### Are these the biases to set on a real microscope?

Tersoff-Hamann STM of a clean two-layer InSe sheet, computed with Ansatz 0.2.0 (PBE+D3(BJ), plane-wave PAW, 420 eV cutoff, 21 × 21 × 1 k mesh, 0.05 eV Gaussian smearing, no spin polarization). Sample bias is counted from mid-gap. Densities and their ratio are for the plane 4 Å above the topmost nucleus, whose mean density is the set point for the corrugation.

| bias (V) | log10 mean density (log10 of e/angstrom^3) | bright over dark | corrugation (Å) | brightest over | apparent barrier at 4 angstrom (eV) |
| --- | --- | --- | --- | --- | --- |
| -2.500 | -4.944 | 2.555 | 0.345 | Se | 7.118 |
| -1.700 | -5.132 | 2.345 | 0.330 | Se | 6.404 |
| -1.100 | -5.224 | 1.984 | 0.269 | Se | 6.034 |
| -0.750 | -5.605 | 1.645 | 0.202 | Se | 5.533 |
| 1.700 | -4.883 | 1.402 | 0.160 | Se | 4.184 |
| 2.300 | -4.408 | 1.467 | 0.181 | Se | 4.178 |

Only after a shift. Bias is counted here from the middle of the gap, and its one task is to choose which states are summed: filled ones down to a negative bias, empty ones up to a positive bias. In an n-type crystal whose Fermi level sits at the conduction edge, the states of the +1.7 V row would be reached at +1.2 V, and those of the -1.7 V row at -2.2 V. The functional makes the gap too small and a real tip bends the bands, so these figures show what the position of the Fermi level does by itself and are not exact settings.

### Does the image at -2.5 V show the states 2.5 eV down?

Only in part. The mean density is that of the chosen states, averaged over a plane 4 Å above the topmost nucleus, and it stands for the tunnelling current. At -2.5 V, the states within 1.1 eV of zero bias are 13% of those counted, yet they supply just over half of the density.

The vacuum acts as a filter. With $m$ the electron mass and $\hbar$ the reduced Planck constant, a state that has a barrier $\phi$ above it fades outwards as $e^{-2\kappa z}$, where $z$ is the height and $2\kappa = 2\sqrt{2m\phi}/\hbar$. A deeper state has more barrier above it and fades faster, so the apparent barrier, which is $\phi$ read back from the decay of the mean density, climbs as the window of filled states widens.

Depth alone does not account for the weak signal, though. State for state, those added between -1.7 and -2.5 V give about 12 times less density than those within 0.75 eV of zero. The difference in barrier, even between the highest and the deepest states of the window, would give a factor of only about 5 over 4 Å. Motion along the surface, taken up in the last answer, and orbitals that reach less far out are likely to supply the rest.

### Is the image at -2.5 V really rougher than that at -1.7 V?

Corrugation is the height difference that the tip follows at constant current. If the density over the brightest point is $R$ times that over the darkest, the tip must rise by $\Delta z$ until $e^{-2\kappa\Delta z}$ has cancelled this factor, so $\Delta z = \ln R/2\kappa$. At -1.7 V the ratio is 2.345 and the decay constant $2\kappa$ is 2.593 Å⁻¹, which gives $0.852/2.593 = 0.329$ Å; the table has 0.330 Å.

The estimate has no adjustable constant and comes within 0.005 Å in all six rows, as the output after the text shows. It translates contrast into height but does not predict the contrast, which itself fades as the tip retreats. That matters for the question asked. The -2.5 V image is rougher by 0.015 Å at 4 Å, but smoother by 0.045 Å when the tip is at 3 Å, so the order of these two rows belongs to the chosen height and not to the material. The model tip is also a plain s wave; a real tip with p or d orbitals at its end can trace a deeper pattern.

### Is the apparent barrier at -0.75 V the work function?

No. The vacuum level lies 5.14 eV above zero bias, but the highest filled states lie about half an electronvolt below zero, so in flat vacuum their barrier would be at least 5.65 eV. The table has 5.53 eV, slightly less than this minimum. At 4 Å the electron still feels some attraction from the sheet, and farther out the calculated decay does become steeper. A barrier measured close to a surface thus depends both on which states carry the current and on where the tip stands.

### Across the gap, why is +1.7 V brighter than -1.7 V?

It is not for want of filled states: there are 2.5 times as many of them in the window. The empty states lie closer to the vacuum level and reach farther out. The tip height provides the test. The density at +1.7 V is 1.06 times that at -1.7 V with the tip at 3 Å, 1.77 times at 4 Å and 2.89 times at 5 Å.

Near the surface the two polarities are almost equal, and each further ångström favours the empty states by a factor of roughly 1.6 to 1.7. Comparing the brightness of two polarities as if it counted states would give the wrong order here.

### Does the contrast move from Se to In when the polarity changes?

It does not: Se is brightest in every row. In a polar semiconductor the filled states usually lean towards the more electronegative atom and the empty ones towards the other. On the cleaved (110) face of GaAs, where both kinds of atom are exposed in the top layer, the bright spots accordingly move from As to Ga.

In the InSe sheet the upper In lies 1.285 Å below the top Se. At +1.7 V that is 2.7 decay lengths, so an otherwise similar orbital on In starts with a handicap of about an order of magnitude. Height can thus keep Se bright even if the empty states have much In character. In this sheet the bright spot marks the atom that stands highest, and is weak evidence for which atom's orbitals dominate the states.

What does change is the strength of the pattern. From -1.7 to +1.7 V the corrugation falls from 0.330 to 0.160 Å, although at equal contrast the slower decay would have raised it. The empty states at +1.7 V are therefore smoother along the surface than the filled ones at -1.7 V, and this pair keeps its order with the tip at 3 or 5 Å.

### Why does the barrier not fall between +1.7 and +2.3 V?

The wider window adds higher states, which should have less barrier above them, yet both rows give 4.18 eV. The decay constant of a sum is the average over its parts, weighted by their density, so the share of the added states can be separated by subtraction. Their barrier comes out at 4.17 eV. For electrons moving straight outwards it could be at most $5.14 - 1.70 = 3.44$ eV.

A likely cause is motion along the surface. An electron with in-plane wave vector $k$ has the energy $\hbar^2k^2/2m$ tied up in that motion, and for the decay this counts as extra barrier. Images at lower positive bias support this. Up to +1.1 V the count of mesh points fits empty states that all lie around the zone centre, where $k$ is small, and the barrier falls as expected when the window widens from +0.75 to +1.1 V. At +1.7 V, when many more states join, it is higher again. The remaining attraction at 4 Å would act the other way and lower the barrier. The filled side shows the same excess: the states added between -1.7 and -2.5 V have a barrier of 8.5 eV, against a limit of 7.6 eV for straight outward motion. Two warnings of the run call for care: the highest levels are loosely converged, which concerns +2.3 V most, and the exchange-correlation potential is rough where the density is thin. How much either changes the excess of 0.7 eV on the empty side was not tested.

It is tempting to blame states at the zone centre for the smoother empty-state images. The atomic pattern arises from interference between waves that differ by a reciprocal lattice vector. It survives far out when both waves decay at similar rates, as they do near the edge of the Brillouin zone, and dies quickly for states at the zone centre. Yet the states up to +1.1 V supply only 15% of the density at +1.7 V, and the whole window holds nine tenths as many states as one full band, too many to crowd around the centre. Nor does the pattern die faster on the empty side: from 3 to 5 Å the logarithm of bright over dark shrinks by nearly the same factor at +1.7 V as at -1.7 V. The zone centre is therefore unlikely to be the main reason.

The difference is already present at 3 Å, so it may come from the shape of the orbitals. More weight on In could fill in the dark spots between the Se atoms, but the darkest point at +1.7 V still lies over In, so the image gives no direct sign of this. A density split by atom would test it.

Numerical output:

```
States and decay:
    row  states a cell  density a state in 1e-6 e/angstrom^3  decay in 1/angstrom  estimated corrugation in angstrom
   -2.5          11.78                                0.9655                2.734                             0.3431
   -1.7          4.508                                 1.637                2.593                             0.3287
   -1.1          1.474                                 4.051                2.517                             0.2722
  -0.75         0.3855                                 6.441                 2.41                             0.2065
    1.7          1.787                                 7.327                2.096                             0.1612
    2.3          6.857                                   5.7                2.094                              0.183
Barrier limits and other heights:
    row  lowest flat-vacuum barrier in eV  highest flat-vacuum barrier in eV  corrugation at 3 angstrom  corrugation at 5 angstrom
   -2.5                             5.649                              7.644                     0.6436                     0.1886
   -1.7                             5.649                              6.844                     0.6889                     0.1686
   -1.1                             5.649                              6.244                     0.6007                     0.1309
  -0.75                             5.649                              5.894                     0.4716                     0.0911
    1.7                             3.444                              4.644                      0.311                    0.08194
    2.3                             2.844                              4.644                     0.3435                    0.09583
density at +1.7 V over that at -1.7 V with the tip at 3 angstrom: 1.057
density at +1.7 V over that at -1.7 V with the tip at 4 angstrom: 1.774
density at +1.7 V over that at -1.7 V with the tip at 5 angstrom: 2.893
number of states at -1.7 V over that at +1.7 V: 2.523
corrugation at -1.7 V over that at +1.7 V: 2.062
largest miss of the estimated corrugation (angstrom): 0.004516
height of Se over In (1.285 angstrom) in decay lengths at +1.7 V: 2.693
share of the states at -2.5 V that lie within 1.1 eV of zero (%): 12.51
share of the density at -2.5 V from states within 1.1 eV of zero (%): 52.48
barrier of the states added from -1.7 to -2.5 V (eV): 8.535
excess of that barrier over its flat-vacuum limit (eV): 0.8916
barrier of the states added from -1.1 to -1.7 V (eV): 8.094
excess of that barrier over its flat-vacuum limit (eV): 1.251
barrier of the states added from +1.7 to +2.3 V (eV): 4.175
excess of that barrier over its flat-vacuum limit (eV): 0.7314
shortfall of the barrier at -0.75 V below its flat-vacuum range (eV): 0.1155
corrugation at -2.5 V less that at -1.7 V with the tip at 4 angstrom (angstrom): 0.015
corrugation at -2.5 V less that at -1.7 V with the tip at 3 angstrom (angstrom): -0.04528
bias that reaches the +1.7 V states if the Fermi level sits at the conduction edge (V): 1.2
bias that reaches the -1.7 V states if the Fermi level sits at the conduction edge (V): -2.2
```
